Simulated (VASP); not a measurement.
Output of a VASP run:

**OUTCAR**
```
 ion  position               nearest neighbor table
   1  0.000  0.000  0.000-
   2  0.500  0.500  0.500-
  LATTYP: Found a simple cubic cell.
 ALAT       =     4.3267997216
 Subroutine PRICEL returns:
 Original cell was already a primitive cell.
 Subroutine GETGRP returns: Found 48 space group operations
The static configuration has the point symmetry O_h .
The dynamic configuration has the point symmetry O_h .
 Subroutine INISYM returns: Found 48 space group operations
 Subroutine IBZKPT returns following result:
 Found     20 irreducible k-points:

 Following reciprocal coordinates:
            Coordinates               Weight
  0.000000  0.000000  0.000000      1.000000
  0.142857  0.000000  0.000000      6.000000
  0.285714  0.000000  0.000000      6.000000
  0.428571  0.000000  0.000000      6.000000
  0.142857  0.142857  0.000000     12.000000
  0.285714  0.142857  0.000000     24.000000
  0.428571  0.142857  0.000000     24.000000
  0.285714  0.285714  0.000000     12.000000
  0.428571  0.285714  0.000000     24.000000
  0.428571  0.428571  0.000000     12.000000
  0.142857  0.142857  0.142857      8.000000
  0.285714  0.142857  0.142857     24.000000
  0.428571  0.142857  0.142857     24.000000
  0.285714  0.285714  0.142857     24.000000
  0.428571  0.285714  0.142857     48.000000
  0.428571  0.428571  0.142857     24.000000
  0.285714  0.285714  0.285714      8.000000
  0.428571  0.285714  0.285714     24.000000
  0.428571  0.428571  0.285714     24.000000
  0.428571  0.428571  0.428571      8.000000
   k-points           NKPTS =     20   k-points in BZ     NKDIM =     20   number of bands    NBANDS=     12
   number of dos      NEDOS =    601   number of ions     NIONS =      2
   total plane-waves  NPLWV =  32768
   dimension x,y,z NGX =    32 NGY =   32 NGZ =   32
   dimension x,y,z NGXF=    64 NGYF=   64 NGZF=   64
   ions per type =               1   1
   PREC   = accura    normal or accurate (medium, high low for compatibility)
   ISTART =      0    job   : 0-new  1-cont  2-samecut
   ICHARG =      2    charge: 1-file 2-atom 10-const
   ISPIN  =      1    spin polarized calculation?
   LNONCOLLINEAR =      F non collinear calculations
   LSORBIT =      F    spin-orbit coupling
   INIWAV =      1    electr: 0-lowe 1-rand  2-diag
   ENCUT  =  520.0 eV  38.22 Ry    6.18 a.u.   8.04  8.04  8.04*2*pi/ulx,y,z
   NELM   =    100;   NELMIN=  2; NELMDL= -5     # of ELM steps
   EDIFF  = 0.1E-06   stopping-criterion for ELM
   LREAL  =      F    real-space projection
   NLSPLINE    = F    spline interpolate recip. space projectors
   LMAXMIX     =    4 max onsite mixed and CHGCAR
   VOSKOWN=      0    Vosko Wilk Nusair interpolation
   EDIFFG = 0.1E-05   stopping-criterion for IOM
   NSW    =      0    number of steps for IOM
   NBLOCK =      1;   KBLOCK =      1    inner block; outer block
   IBRION =     -1    ionic relax: 0-MD 1-quasi-New 2-CG
   NFREE  =      0    steps in history (QN), initial steepest desc. (CG)
   ISIF   =      2    stress and relaxation
   ISYM   =      2    0-nonsym 1-usesym 2-fastsym
   TEIN   =    0.0    initial temperature
   TEBEG  =    0.0;   TEEND  =   0.0 temperature during run
   SMASS  =  -3.00    Nose mass-parameter (am)
   PSTRESS=    0.0 pullay stress
   NELECT =      16.0000    total number of electrons
   EFERMI =   0.00;   METHOD = LEGACY
   ISMEAR =    -5;   SIGMA  =   0.20  broadening in eV -4-tet -1-fermi 0-gaus
   IALGO  =     38    algorithm
   LDIAG  =      T    sub-space diagonalisation (order eigenvalues)
   IMIX   =      4    mixing-type and parameters
     AMIX     =   0.40;   BMIX     =  1.00
     AMIX_MAG =   1.60;   BMIX_MAG =  1.00
     AMIN     =   0.10
   METAGGA = R2SCAN    functional components
   VOSKOWN =     0    Vosko Wilk Nusair interpolation
   LHFCALC =     F    Hartree Fock is set to
   LHFONE  =     F    Hartree Fock one center treatment
...
```

OSZICAR:
```
       N       E                     dE             d eps       ncg     rms          rms(c)
DAV:   1     0.633762838842E+02    0.63376E+02   -0.68651E+03   480   0.116E+03
DAV:   2    -0.381353137206E+02   -0.10151E+03   -0.96054E+02   764   0.183E+02
DAV:   3    -0.458636685241E+02   -0.77284E+01   -0.77058E+01   596   0.596E+01
DAV:   4    -0.459414496466E+02   -0.77781E-01   -0.77740E-01   560   0.700E+00
DAV:   5    -0.459421380071E+02   -0.68836E-03   -0.68814E-03   592   0.639E-01    0.173E+00
DAV:   6    -0.428782696975E+02    0.30639E+01   -0.59839E-01   536   0.651E+00    0.141E+00
DAV:   7    -0.416199865164E+02    0.12583E+01   -0.47175E-01   552   0.553E+00    0.565E-01
DAV:   8    -0.423455406242E+02   -0.72555E+00   -0.36820E-01   496   0.629E+00    0.447E-01
DAV:   9    -0.423579776823E+02   -0.12437E-01   -0.16145E-01   496   0.476E+00    0.269E-01
DAV:  10    -0.423422626120E+02    0.15715E-01   -0.16425E-01   484   0.461E+00    0.848E-02
DAV:  11    -0.423116506967E+02    0.30612E-01   -0.27048E-02   504   0.203E+00    0.664E-02
DAV:  12    -0.423233872368E+02   -0.11737E-01   -0.99851E-03   504   0.122E+00    0.518E-02
DAV:  13    -0.423221422205E+02    0.12450E-02   -0.24566E-04   596   0.176E-01    0.370E-02
DAV:  14    -0.423254360568E+02   -0.32938E-02   -0.15293E-03   500   0.492E-01    0.774E-03
DAV:  15    -0.423255007067E+02   -0.64650E-04   -0.68749E-05   572   0.113E-01    0.530E-03
DAV:  16    -0.423255162730E+02   -0.15566E-04   -0.20571E-06   540   0.187E-02    0.498E-03
DAV:  17    -0.423255032053E+02    0.13068E-04   -0.37763E-06   536   0.293E-02    0.367E-03
DAV:  18    -0.423255311528E+02   -0.27948E-04   -0.21107E-05   508   0.653E-02    0.185E-03
DAV:  19    -0.423255323651E+02   -0.12122E-05   -0.57975E-07   568   0.905E-03    0.133E-03
DAV:  20    -0.423255320162E+02    0.34892E-06   -0.13890E-07   376   0.480E-03    0.102E-03
DAV:  21    -0.423255325262E+02   -0.51001E-06   -0.17717E-07   380   0.540E-03    0.340E-04
DAV:  22    -0.423255325698E+02   -0.43641E-07   -0.22977E-08   312   0.195E-03
   1 F= -.42325533E+02 E0= -.42325533E+02  d E =0.000000E+00
       N       E                     dE             ncg
       N       E                     dE             ncg
       N       E                     dE             ncg
```

OUTCAR:
```
------------------------ aborting loop because EDIFF is reached ----------------------------------------
  FORCE on cell =-STRESS in cart. coord.  units (eV):
  Direction    XX          YY          ZZ          XY          YZ          ZX
  --------------------------------------------------------------------------------------
  Total        0.0034011      0.0034011      0.0034011      0.0000000      0.0000000     -0.0000000
  in kB        0.0672703      0.0672703      0.0672703      0.0000000      0.0000000     -0.0000000
  external PRESSURE =       0.0672703 kB  Pullay stress =       0.0000000 kB
  volume of cell :       81.00
      direct lattice vectors                 reciprocal lattice vectors
     4.326799722  0.000000000  0.000000000     0.231117700  0.000000000  0.000000000
     0.000000000  4.326799722  0.000000000     0.000000000  0.231117700  0.000000000
     0.000000000  0.000000000  4.326799722     0.000000000  0.000000000  0.231117700
 POSITION                                       TOTAL-FORCE (eV/Angst)
 -----------------------------------------------------------------------------------
      0.00000      0.00000      0.00000         0.000000      0.000000      0.000000
      2.16340      2.16340      2.16340         0.000000      0.000000      0.000000
 -----------------------------------------------------------------------------------
    total drift:                                0.000000      0.000000     -0.000000
  FREE ENERGIE OF THE ION-ELECTRON SYSTEM (eV)
  ---------------------------------------------------
  free  energy   TOTEN  =       -42.3255325698 eV

  energy  without entropy=      -42.3255325698  energy(sigma->0) =      -42.32553257

 total charge

# of ion       s       p       d       tot
------------------------------------------
    1        1.850   4.716   0.026   6.592
    2        1.596   3.322   0.002   4.919
--------------------------------------------------
tot          3.445   8.038   0.027  11.511
```
(Selected blocks of OUTCAR.)

**POSCAR**
```
CsBr
1
    4.3267997216     0.0000000000     0.0000000000
    0.0000000000     4.3267997216     0.0000000000
    0.0000000000     0.0000000000     4.3267997216
Cs Br
1 1
Direct
  0.0000000000   0.0000000000   0.0000000000
  0.5000000000   0.5000000000   0.5000000000
```

### Question
Reconstruct the remaining input files.

### Answer
This is not unique; one that fits is the input of the run itself, r2SCAN meta-GGA, plane waves, VASP's PBE PAW potentials (set 64).

File KPOINTS_OPT:
```
k-points along high-symmetry lines
10
Line-mode
Reciprocal
  0.000000   0.000000   0.000000 ! GAMMA
  0.000000   0.500000   0.000000 ! X

  0.000000   0.500000   0.000000 ! X
  0.500000   0.500000   0.000000 ! M

  0.500000   0.500000   0.000000 ! M
  0.000000   0.000000   0.000000 ! GAMMA

  0.000000   0.000000   0.000000 ! GAMMA
  0.500000   0.500000   0.500000 ! R

  0.500000   0.500000   0.500000 ! R
  0.000000   0.500000   0.000000 ! X

  0.500000   0.500000   0.500000 ! R
  0.500000   0.500000   0.000000 ! M
```

**KPOINTS**
```
Regular mesh
0
gamma
 7 7 7
0 0 0
```

INCAR:
```
ALGO  =  Normal
EDIFF  =  1E-7
ENCUT  =  520
ISIF  =  2
ISMEAR  =  -5
LASPH  =  .TRUE.
LCHARG  =  .FALSE.
LMAXMIX  =  4
LMIXTAU  =  .TRUE.
LORBIT  =  11
LREAL  =  .FALSE.
LWAVE  =  .FALSE.
METAGGA  =  R2SCAN
NEDOS  =  601
NELM  =  100
PREC  =  Accurate
SYSTEM  =  CsBr
```

POTCAR, in this order: Cs_sv Br (PBE.64 set). Program: vasp_std.

The compound is CsBr in the CsCl type structure. It was relaxed first.
